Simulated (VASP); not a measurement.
Set up this calculation in VASP 6.6.1, as the native input.

```yaml
Task: band structure
Functional: HSE06
Potentials_or_basis: VASP PAW PBE potentials, release 64 (Cd, Se)
Cutoff: 520 eV
k_mesh: 6 × 6 × 6
Occupations: gaussian, width 0.03 eV
Spin: no spin polarisation
Grid_for_exact_exchange_PRECFOCK: Fast
Screening_parameter: 0.2 1/A
Further_INCAR_settings: ALGO = Normal; EDIFF = 1e-07
```

CdSe:

```
CELL_PARAMETERS angstrom
0.00000 3.04621 3.04621
3.04621 0.00000 3.04621
3.04621 3.04621 0.00000
ATOMIC_POSITIONS crystal
Cd 0.00000 0.00000 0.00000
Se 0.75000 0.75000 0.75000
```

Measurements of this composition are mostly on another form, of space group No. 186.

These files were run (other wordings do the same):

POSCAR

```
CdSe                                    
1.0
    0.0000000000      3.0462087304      3.0462087304
    3.0462087304      0.0000000000      3.0462087304
    3.0462087304      3.0462087304      0.0000000000
  Cd              Se            
     1     1
Direct
     0.0000000000000000    0.0000000000000000    0.0000000000000000
     0.7500000000000000    0.7500000000000000    0.7500000000000000
```

INCAR.step1

```
SYSTEM = CdSe
ALGO     = Normal         ! electronic algorithm
EDIFF    = 1E-5           ! SCF threshold, eV
ENCUT    = 520            ! plane-wave cutoff, eV
GGA      = PE             ! functional
ISIF     = 2              ! what is computed and relaxed
ISMEAR   = 0              ! smearing method
KPAR     = 8            
LASPH    = .TRUE.         ! aspherical terms in the spheres
LCHARG   = .FALSE.        ! write CHGCAR
LREAL    = .FALSE.        ! projectors in reciprocal space
LWAVE    = .TRUE.         ! write WAVECAR
NELM     = 80             ! most SCF steps
PREC     = Accurate       ! precision mode
SIGMA    = 0.03           ! smearing width, eV
```

INCAR.step2

```
SYSTEM = CdSe
ALGO     = Normal         ! electronic algorithm
EDIFF    = 1E-7           ! SCF threshold, eV
ENCUT    = 520            ! plane-wave cutoff, eV
GGA      = PE             ! functional
HFSCREEN = 0.2            ! screening, 1/A
ISIF     = 2              ! what is computed and relaxed
ISMEAR   = 0              ! smearing method
ISTART   = 1            
KPAR     = 8            
LASPH    = .TRUE.         ! aspherical terms in the spheres
LCHARG   = .FALSE.        ! write CHGCAR
LHFCALC  = .TRUE.         ! exact exchange
LREAL    = .FALSE.        ! projectors in reciprocal space
LWAVE    = .FALSE.        ! write WAVECAR
NELM     = 80             ! most SCF steps
PREC     = Accurate       ! precision mode
PRECFOCK = Fast         
SIGMA    = 0.03           ! smearing width, eV
```

KPOINTS

```
k-points
0
G
  6 6 6
  0 0 0
```

KPOINTS_OPT

```
explicit points
6
Reciprocal
 0.0000000000  0.0000000000  0.0000000000 1
 0.3750000000  0.3750000000  0.7500000000 1
 0.5000000000  0.5000000000  0.5000000000 1
 0.6250000000  0.2500000000  0.6250000000 1
 0.5000000000  0.2500000000  0.7500000000 1
 0.5000000000  0.0000000000  0.5000000000 1
```

Potentials or basis: VASP PAW PBE potentials, release 64 (Cd, Se).

Run with:

```sh
$ cat potpaw_PBE.64/Cd/POTCAR potpaw_PBE.64/Se/POTCAR > POTCAR
$ cp INCAR.step1 INCAR
$ mpirun -np 8 vasp_std > vasp.out
$ cp INCAR.step2 INCAR
$ mpirun -np 8 vasp_std > vasp.out
```

It gave:

The pressure is 1.6 GPa and the band gap on the k mesh is 1.56 eV, direct. The band gap along the path is 1.56 eV, direct.

Caveat: the PAW data sets were made with another functional, which shifts forces and pressure a little.

Wall time 2.5 min on 8 MPI ranks on AMD EPYC 9R45 96-Core Processor (Zen 5), on a shared host, peak memory 0.31 GiB a rank.
